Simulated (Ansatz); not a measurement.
WS2, 9 atoms in the cell. The cell holds a slab with vacuum, 9 atoms: a = 3.183 Å, b = 3.183 Å, c = 28.532 Å, α = 90.00°, β = 90.00°, γ = 120.00°. 

- Program: Ansatz 0.2.0
- Task: relaxation of cell and atoms
- Functional: RPBE
- Dispersion: D3(BJ)
- Potentials or basis: Ansatz PAW
- Cutoff: 420 eV (not typed: the program's choice for these potentials)
- k mesh: 7 × 7 × 1
- Occupations: fermi-dirac, width 0.05 eV
- Spin: no spin polarisation

Potentials or basis: Ansatz PAW.

The run is started by

```console
$ ansatz run input.yaml --threads 4 --pin off --max-ram 11264MiB --backend cpu --events-out ev --progress --plain --runs-dir out
```

Hardware: 4 threads of Arm Neoverse V2, with other jobs on the host.

Task: How long does it take, and how much memory?

Result: Run time: 87 s on 4 threads of Arm Neoverse V2 (shared host), peak memory 0.61 GiB. Counts: scf iterations 299, plane waves 2615, k points 8, bands 48, ion steps 33.
